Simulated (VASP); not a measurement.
Here is a VASP 6.6.1 calculation.

INCAR

```
SYSTEM = Se
  PREC = Accurate
  ENCUT = 600
  EDIFF = 1E-6
  ISMEAR = -1
  SIGMA = 0.1
  LREAL = .FALSE.
  LASPH = .TRUE.
  NELM = 60
  ALGO = Normal
  ISIF = 3
  LWAVE = .FALSE.
  LCHARG = .FALSE.
  GGA = RE
  IBRION = 2
  NSW = 80
  EDIFFG = -0.01
```

Contents of KPOINTS:

```
regular mesh
0
G
  13 13 13
  0 0 0
```

Contents of POSCAR:

```
Se
1.0
   -1.7600399104      1.7600399104      1.7600399104
    1.7600399104     -1.7600399104      1.7600399104
    1.7600399104      1.7600399104     -1.7600399104
Se
1
Direct
    0.0000000000      0.0000000000      0.0000000000
```

Potentials or basis: VASP PAW PBE potentials, release 64 (Se).

The run is started by

```sh
$ cat potpaw_PBE.64/Se/POTCAR > POTCAR
$ mpirun -np 1 vasp_std > vasp.out
```

Question: What does it give for the band gap on the k mesh?

Answer: None (metal or under the smearing width).

Question: Predict the relaxed volume.

Answer: 20.72 Å³/atom.

Question: What does it give for the relaxed cell?

Answer: a = 2.997 Å, b = 2.997 Å, c = 2.997 Å, α = 109.47°, β = 109.47°, γ = 109.47°.

Question: Estimate the space group after relaxing (to 0.05 Å).

Answer: Im-3m (No. 229).

Step by step:
```tsv
step	energy change (eV)	largest force (eV/Å)	pressure (GPa)	volume (Å³)
1	0.0000	0.0000	-3.07	21.81
2	-0.0105	0.0000	0.67	20.52
3	-0.0110	0.0000	0.00	20.72
```

Caveat: the PAW data sets were made with another functional, which shifts forces and pressure a little.
